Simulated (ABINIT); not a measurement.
# ZnSe (Stilleite) (F-43m) in ABINIT: further runs

One crystal, ZnSe (Stilleite), is run at these levels: LDA-VWN, TB-mBJ, r2SCAN, WC; tasks: equation of state, band structure.

Program: ABINIT 10.8.3 (patched build). These are calculated values, not measurements. Logs are shortened: lines on timing, memory, paths and dates and some standing lists are left out, and cuts for length are marked. The log counts tension as positive stress, the text compression.

**Measured values to compare with.**

From “Alloy Disordering Effects on the Thermal Conductivity and Energy Gap Temperature Dependence of Cd1−xZnxSe Ternary Crystals Grown by the Bridgman Method”, 2023, pmc:10253836, for a bulk crystal of ZnSe at 300 K: band gap 2.695 ± 0.003 eV (an exciton energy, a little under the gap).

The runs below are set against these values where they give the same quantity.

### Step 1. The crystal as given

It takes space group F-43m (No. 216, cubic). The conventional cell has a = 5.668 Å, b = 5.668 Å, c = 5.668 Å, α = 90.00°, β = 90.00°, γ = 90.00°. Se (site symmetry -43m) has 4 Zn at 2.45 Å as nearest neighbours. Zn (site symmetry -43m) has 4 Se at 2.45 Å as nearest neighbours.

### Step 2. Equation of state, LDA-VWN

Contents of run.abi:

```
# Datasets: one volume each
ndtset 7
getwfk -1
scalecart1 3*0.9795861087
scalecart2 3*0.9864848297
scalecart3 3*0.9932883884
scalecart4 3*1.0000000000
scalecart5 3*1.0066227096
scalecart6 3*1.0131594038
scalecart7 3*1.0196128224

# Pseudopotentials
pp_dirpath "./"
pseudos "Se.LDA_PW-JTH.xml, Zn.LDA_PW-JTH.xml"

# Structure
acell 7.5732633804 7.5732633804 7.5732633804
rprim
     0.0000000000     0.7071067812     0.7071067812
     0.7071067812     0.0000000000     0.7071067812
     0.7071067812     0.7071067812     0.0000000000
ntypat 2
znucl 34 30
natom 2
typat 1 2
xred
     0.7500000000     0.7500000000     0.7500000000
     0.0000000000     0.0000000000     0.0000000000

# Plane-wave basis
ecut 20.0
pawecutdg 40.0

# k points
kptopt 1
ngkpt 8 8 8
nshiftk 1
shiftk 0.0 0.0 0.0

# Exchange and correlation
ixc -1007

# Bands and occupations
nband 13
occopt 3
tsmear 0.05 eV

# SCF cycle
nstep 100
tolvrs 1.0e-9

# Output
iomode 3
prtwf 1
prtden 0
prteig 0
prtebands 0
enunit 2
```

Potentials or basis: JTH PAW LDA v2.0.

Launch:

```
$ abinit run.abi > log 2>&1
```

run.abo:

```text
.Version 10.8.3 of ABINIT
 DATASET    1 : space group F-4 3 m (#216); Bravais cF (face-center cubic)
================================================================================
 Values of the parameters that define the memory need for DATASET  1.
     intxc =       0    ionmov =       0      iscf =      17    lmnmax =      18
     lnmax =       6     mgfft =      30  mpssoang =       3    mqgrid =    3001
     natom =       2  nloc_mem =       2    nspden =       1   nspinor =       1
    nsppol =       1      nsym =      24    n1xccc =       1    ntypat =       2
    occopt =       3   xclevel =       1
       mpw =        1249          nfft =       27000          nkpt =          29
 PAW method is used; the additional fine FFT grid is defined by:
   mgfftf=        45    nfftf =     91125
================================================================================
================================================================================
[... 71 lines left out ...]
 DATASET    7 : space group F-4 3 m (#216); Bravais cF (face-center cubic)
================================================================================
 Values of the parameters that define the memory need for DATASET  7.
     intxc =       0    ionmov =       0      iscf =      17    lmnmax =      18
     lnmax =       6     mgfft =      32  mpssoang =       3    mqgrid =    3001
     natom =       2  nloc_mem =       2    nspden =       1   nspinor =       1
    nsppol =       1      nsym =      24    n1xccc =       1    ntypat =       2
    occopt =       3   xclevel =       1
       mpw =        1405          nfft =       32768          nkpt =          29
 PAW method is used; the additional fine FFT grid is defined by:
   mgfftf=        45    nfftf =     91125
================================================================================
================================================================================

--------------------------------------------------------------------------------
------------- Echo of variables that govern the present computation ------------
--------------------------------------------------------------------------------
 -outvars: echo values of preprocessed input variables --------
            acell      7.5732633804E+00  7.5732633804E+00  7.5732633804E+00 Bohr
              amu      7.89600000E+01  6.53900000E+01
             ecut      2.00000000E+01 Hartree
           enunit           2
           getwfk          -1
              ixc       -1007
           jdtset        1    2    3    4    5    6    7
         kptrlatt        8    0    0      0    8    0      0    0    8
          kptrlen1     5.93493088E+01
          kptrlen2     5.97672755E+01
          kptrlen3     6.01794766E+01
          kptrlen4     6.05861070E+01
          kptrlen5     6.09873512E+01
          kptrlen6     6.13833841E+01
          kptrlen7     6.17743716E+01
            natom           2
            nband          13
[... 75 lines left out ...]

================================================================================

 chkinp: Checking input parameters for consistency, jdtset=   1.

 chkinp: Checking input parameters for consistency, jdtset=   2.
[... 36 lines left out ...]
 getcut: wavevector=  0.0000  0.0000  0.0000  ngfft=  45  45  45
         ecut(hartree)=     40.000   => boxcut(ratio)=   2.08320

--- Pseudopotential description ------------------------------------------------
- pspini: atom type   1  psp file is ./Se.LDA_PW-JTH.xml
 Pseudopotential format is: paw10
 basis_size (lnmax)=  4 (lmn_size=  8), orbitals=   0   0   1   1
 Spheres core radius: rc_sph= 2.21132333
 Shapefunction is BESSEL type: shapef(r,l)=aa(1,l)*jl(q(1,l)*r)+aa(2,l)*jl(q(2,l)*r)
 Radius for shape functions =  2.00656599
 Compensation charge density is not taken into account in XC energy/potential

- pspini: atom type   2  psp file is ./Zn.LDA_PW-JTH.xml
 Pseudopotential format is: paw10
 basis_size (lnmax)=  6 (lmn_size= 18), orbitals=   0   0   1   1   2   2
 Spheres core radius: rc_sph= 2.30769763
 Shapefunction is SIN type: shapef(r)=[sin(pi*r/rshp)/(pi*r/rshp)]**2
 Radius for shape functions =  1.80965103
 Compensation charge density is not taken into account in XC energy/potential

   6.85384960E+02                                ecore*ucvol(ha*bohr**3)
--------------------------------------------------------------------------------

[... 1344 lines left out ...]
-Cartesian components of stress tensor (GPa)         [Pressure= -6.6026E+00 GPa]
- sigma(1 1)=  6.60256673E+00  sigma(3 2)=  0.00000000E+00
- sigma(2 2)=  6.60256673E+00  sigma(3 1)=  0.00000000E+00
- sigma(3 3)=  6.60256673E+00  sigma(2 1)=  0.00000000E+00

== END DATASET(S) ==============================================================
================================================================================

 -outvars: echo values of variables after computation  --------
            acell      7.5732633804E+00  7.5732633804E+00  7.5732633804E+00 Bohr
           etotal1    -7.4249074046E+01
           etotal2    -7.4249034400E+01
           etotal3    -7.4248703734E+01
           etotal4    -7.4248109978E+01
           etotal5    -7.4247284752E+01
           etotal6    -7.4246243795E+01
           etotal7    -7.4245016536E+01
            fcart1    -0.0000000000E+00 -0.0000000000E+00 -0.0000000000E+00
                      -0.0000000000E+00 -0.0000000000E+00 -0.0000000000E+00
            fcart2    -0.0000000000E+00 -0.0000000000E+00 -0.0000000000E+00
                      -0.0000000000E+00 -0.0000000000E+00 -0.0000000000E+00
            fcart3     3.9548110988E-31 -1.1864433296E-30  1.9774055494E-30
                      -3.9548110988E-31  1.1864433296E-30 -1.9774055494E-30
            fcart4    -1.1784803828E-30  3.9282679427E-31  3.9282679427E-31
                       1.1784803828E-30 -3.9282679427E-31 -3.9282679427E-31
            fcart5    -0.0000000000E+00 -0.0000000000E+00 -0.0000000000E+00
                      -0.0000000000E+00 -0.0000000000E+00 -0.0000000000E+00
[... 38 lines left out ...]
                       0.0000000000E+00  0.0000000000E+00  0.0000000000E+00
           xangst1     4.1639266695E+00  4.1639266695E+00  4.1639266695E+00
                       0.0000000000E+00  0.0000000000E+00  0.0000000000E+00
           xangst2     4.1932510629E+00  4.1932510629E+00  4.1932510629E+00
                       0.0000000000E+00  0.0000000000E+00  0.0000000000E+00
           xangst3     4.2221709498E+00  4.2221709498E+00  4.2221709498E+00
                       0.0000000000E+00  0.0000000000E+00  0.0000000000E+00
           xangst4     4.2506999972E+00  4.2506999972E+00  4.2506999972E+00
                       0.0000000000E+00  0.0000000000E+00  0.0000000000E+00
           xangst5     4.2788511489E+00  4.2788511489E+00  4.2788511489E+00
                       0.0000000000E+00  0.0000000000E+00  0.0000000000E+00
           xangst6     4.3066366749E+00  4.3066366749E+00  4.3066366749E+00
                       0.0000000000E+00  0.0000000000E+00  0.0000000000E+00
           xangst7     4.3340682213E+00  4.3340682213E+00  4.3340682213E+00
                       0.0000000000E+00  0.0000000000E+00  0.0000000000E+00
             xred      7.5000000000E-01  7.5000000000E-01  7.5000000000E-01
                       0.0000000000E+00  0.0000000000E+00  0.0000000000E+00
 Calculation completed.
```

It took 3 min on 1 thread of Arm Neoverse V1, shared host; peak memory 0.13 GiB.

Results:

| Item | Value |
| --- | --- |
| Equilibrium volume | 21.56 Å³/atom |
| Bulk modulus | 71 GPa |
| Pressure derivative of the bulk modulus | 4.1 |

Energy against volume, from the lowest point:
```
volume (Å³/atom)  energy (meV/atom)
          21.391               0.00
          21.846               0.54
          22.301               5.04
          22.757              13.12
          23.212              24.34
          23.667              38.51
          24.122              55.21
```

Caveat: the cutoff is too short for stress, so the log's stress isn't used; pressures at fixed basis lie under the slope of the energies. Zero-point motion and thermal expansion aren't in these numbers.

### Step 3. Band structure, TB-mBJ

Contents of run.abi:

```
# Datasets: ground state, then fixed potential
ndtset 2

# Pseudopotentials
pp_dirpath "./"
pseudos "Se.hgh, Zn.hgh"

# Structure
acell 3*1.0 Angstrom
rprim
     0.0000000000     2.8338000000     2.8338000000
     2.8338000000     0.0000000000     2.8338000000
     2.8338000000     2.8338000000     0.0000000000
ntypat 2
znucl 34 30
natom 2
typat 1 2
xcart
     4.2507000000     4.2507000000     4.2507000000
     0.0000000000     0.0000000000     0.0000000000 Angstrom

# Plane-wave basis
ecut 24.0

# Exchange and correlation
ixc -208012
usekden 1

# Bands and occupations
occopt 3
tsmear 0.05 eV

# SCF cycle
nstep 100
diemix 0.3
optforces 0
optstress 0

# Output
iomode 3
prtwf 0
prteig 0
prtebands 0
prtden1 1
prtkden1 1

# Dataset 1
kptopt1 1
ngkpt1 8 8 8
nshiftk1 1
shiftk1 0.0 0.0 0.0
nband1 8
tolvrs1 1.0e-9

# Dataset 2: bands along G-X-W-K-G-L-U-W-L-K
iscf2 -2
getden2 1
getkden2 1
nband2 12
nbdbuf2 2
tolwfr2 1.0e-12
kptopt2 -9
ndivsm2 5
prteig2 1
prtvol2 -3
kptbounds2
     0.0000000000     0.0000000000     0.0000000000
     0.5000000000     0.0000000000     0.5000000000
     0.5000000000     0.2500000000     0.7500000000
     0.3750000000     0.3750000000     0.7500000000
     0.0000000000     0.0000000000     0.0000000000
     0.5000000000     0.5000000000     0.5000000000
     0.6250000000     0.2500000000     0.6250000000
     0.5000000000     0.2500000000     0.7500000000
     0.5000000000     0.5000000000     0.5000000000
     0.3750000000     0.3750000000     0.7500000000
```

Potentials or basis: HGH LDA.

Launch:

```
$ abinit run.abi > log 2>&1
```

It took 2.7 min on 1 thread of Arm Neoverse V1, shared host; peak memory 0.11 GiB.

It converged, with:

- Band gap on the k mesh: 3.17 eV, direct
- Valence electrons inside the program's atomic spheres: Se 3.36; Zn 0.54

Levels at the corners of the path, in eV from the valence-band top:
```
point  band 1  band 2  band 3  band 4  band 5  band 6  band 7  band 8  band 9
    Γ  -12.45    0.00    0.00    0.00    3.17    7.11    7.11    7.11   11.95
    X  -11.32   -4.15   -1.72   -1.72    4.33    4.77   12.38   12.85   12.85
    W  -11.30   -3.85   -2.39   -2.05    6.59    6.99    8.49    8.78   13.23
    K  -11.33   -3.93   -2.56   -1.41    4.94    6.91   10.24   10.63   11.11
    Γ  -12.45    0.00    0.00    0.00    3.17    7.11    7.11    7.11   11.95
    L  -11.61   -4.35   -0.66   -0.66    4.14    7.57    7.57   10.19   12.90
    U  -11.33   -3.93   -2.56   -1.41    4.94    6.91   10.24   10.63   11.11
    W  -11.30   -3.85   -2.39   -2.05    6.59    6.99    8.49    8.78   13.23
    L  -11.61   -4.35   -0.66   -0.66    4.14    7.57    7.57   10.19   12.90
    K  -11.33   -3.93   -2.56   -1.41    4.94    6.91   10.24   10.63   11.11
```

Caveat: the cutoff is too short for stress, so the log's stress isn't used; the constant c of TB-mBJ comes from the pseudo density here, which moves gaps by up to 0.3 eV between sets of potentials; the potentials were made for another functional, which shifts forces and pressure; HGH potentials are hard and often keep d shells in the core, so these values are rough.

[end of part 1 of 2]
